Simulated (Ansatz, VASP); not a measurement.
## Two plane-wave programs on Al

INCAR

```
ALGO = Fast
EDIFF = 1E-7
ENCUT = 520
GGA = PE
ISIF = 2
ISMEAR = 0
LASPH = True
LCHARG = False
LREAL = False
LWAVE = False
NBANDS = 8
NELM = 100
PREC = Accurate
SIGMA = 0.15
```

The input KPOINTS:

```
k-points
0
Gamma
  20 20 20
```

POSCAR

```
Al
1.0
    0.0000000000      2.0239800000      2.0239800000
    2.0239800000      0.0000000000      2.0239800000
    2.0239800000      2.0239800000      0.0000000000
Al
1
Direct
    0.0000000000      0.0000000000      0.0000000000
```

Input for Ansatz:

```yaml
crystal:
  lattice:
    - [0.0, 2.02398, 2.02398]
    - [2.02398, 0.0, 2.02398]
    - [2.02398, 2.02398, 0.0]
  atoms:
    - { symbol: Al, position: [0.0, 0.0, 0.0] }
basis:
  ecutwfc: 420
kpoints:
  mp_grid: { grid: [20, 20, 20] }
hamiltonian:
  xc: pbe
scf:
  occupations: { method: gaussian, width: 0.15 }
output:
  forces: true
  stress: true
  eigenvalues: true
  write_density: true
  write_potential: true
  elf: true
  volumetric_format: npy
```

Alike in both runs: task single point; functional PBE; k mesh 20 × 20 × 20; occupations gaussian, width 0.15 eV; no spin polarisation.

|  | VASP | Ansatz |
| --- | --- | --- |
| version | VASP 6.6.1 | Ansatz 0.2.0 |
| potentials or method | VASP PAW PBE potentials, release 64 (Al) | scalar-relativistic, plane waves, PAW |
| plane-wave cutoff (eV) | 520 | 420 |
| valence electrons in the cell | 3 | 3 |

|  | VASP | Ansatz | Ansatz less VASP |
| --- | --- | --- | --- |
| gap on the k mesh at the Fermi level (eV) | none | none | - |
| pressure (GPa) | -0.5 | -0.4 | +0.04 |

A gap of «none» marks a metal or a gap that the smearing closes. With one functional, cell and mesh, what is left measures potentials, basis and numerics.
